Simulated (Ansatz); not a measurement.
# GaN (wurtzite): the cost of one run

Method: DFT HSE06, scalar-relativistic, plane waves, PAW, in Ansatz 0.2.0.

## 1. The structure to begin with

Symmetry: P6_3mc, No. 186, hexagonal system. Conventional cell: a = 3.189 Å, b = 3.189 Å, c = 5.185 Å, α = 90.00°, β = 90.00°, γ = 120.00°. Ga (site symmetry 3m) has 4 N at 1.95 Å as nearest neighbours. Around N (site symmetry 3m) lie 4 Ga at 1.95 Å.

As a file:

```cif
data_structure
_symmetry_space_group_name_H-M 'P 1'
_symmetry_Int_Tables_number 1
_cell_length_a 3.1890
_cell_length_b 3.1890
_cell_length_c 5.1850
_cell_angle_alpha 90.000
_cell_angle_beta 90.000
_cell_angle_gamma 120.000
_cell_volume 45.67
loop_
_atom_site_label
_atom_site_type_symbol
_atom_site_fract_x
_atom_site_fract_y
_atom_site_fract_z
_atom_site_occupancy
Ga1 Ga 0.33333 0.66667 0.00000 1
Ga2 Ga 0.66667 0.33333 0.50000 1
N1 N 0.33333 0.66667 0.37700 1
N2 N 0.66667 0.33333 0.87700 1
```

## 2. Relaxing cell and atoms: GaN (wurtzite), no spin

Input file input.yaml:

```yaml
crystal:
  lattice:
    - [3.189, 0.0, 0.0]
    - [-1.5945, 2.7617550127, 0.0]
    - [0.0, 0.0, 5.185]
  atoms:
    - { symbol: Ga, position: [0.3333333333, 0.6666666667, 0.0] }
    - { symbol: Ga, position: [0.6666666667, 0.3333333333, 0.5] }
    - { symbol: "N", position: [0.3333333333, 0.6666666667, 0.377] }
    - { symbol: "N", position: [0.6666666667, 0.3333333333, 0.877] }
scf:
  occupations: { method: fixed }
output:
  forces: true
  stress: true
  eigenvalues: true
hamiltonian:
  xc: hse06
kpoints:
  mp_grid: { grid: [6, 6, 4] }
relax:
  f_tol: 0.003
  max_steps: 40
  cell: { stress_tol: 0.02 }
```

Command:

```bash
ansatz run input.yaml --threads 16 --pin off --max-ram 40960MiB --backend cpu --events-out ev --progress --plain --runs-dir out
```

Q: Estimate wall time and peak memory on 16 threads of AMD EPYC 9R14 (Zen 4), shared host.

About 24 s, with a peak of 1.5 GiB.
